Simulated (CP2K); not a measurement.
Crystal: ZnS.

```
Zn S
1.0
     3.82121    0.00000    0.00000
     1.91060    3.30926    0.00000
     1.91060    1.10309    3.12000
Zn S
1 1
Direct
  0.75000 0.75000 0.75000
  0.00000 0.00000 0.00000
```

Program: CP2K 2026.2. Alike in all runs: task band structure; no spin polarisation; cell as given; k mesh 9 × 9 × 9.

Q: Order these runs on this cell by their band gap on the k mesh, lowest first.
A. level r2SCAN; potentials or basis POTENTIAL_UZH Zn GTH-SCAN-q12, S GTH-SCAN-q6; TZVP-MOLOPT-SCAN-GTH basis; smearing fermi-dirac 0.01 eV; EPS_DEFAULT 1.0E-10; points a segment of the path (NPOINTS) 8; bands added on the path 4; CUTOFF of the grids 675 Ry
B. level TB-mBJ; potentials or basis POTENTIAL_UZH Zn GTH-PBE-q12, S GTH-PBE-q6; TZVP-MOLOPT-PBE-GTH basis; smearing fermi-dirac 0.1 eV; EPS_DEFAULT 1.0E-9; points a segment of the path (NPOINTS) 10; bands added on the path 2; CUTOFF of the grids 675 Ry
C. level PBE; potentials or basis POTENTIAL_UZH Zn GTH-PBE-q12, S GTH-PBE-q6; TZVP-MOLOPT-PBE-GTH basis; smearing fermi-dirac 0.0259 eV; EPS_DEFAULT 1.0E-9; points a segment of the path (NPOINTS) 6; bands added on the path 4; CUTOFF of the grids 450 Ry

A: B (1.80 eV), C (2.07 eV), A (2.50 eV).

Caveats: the basis of atomic orbitals isn't converged, which shifts pressures, moduli and gaps; this is a model potential without an energy functional, so only levels have meaning (some runs).

A k mesh can miss the band edges.

Not every run made on this cell is shown here.
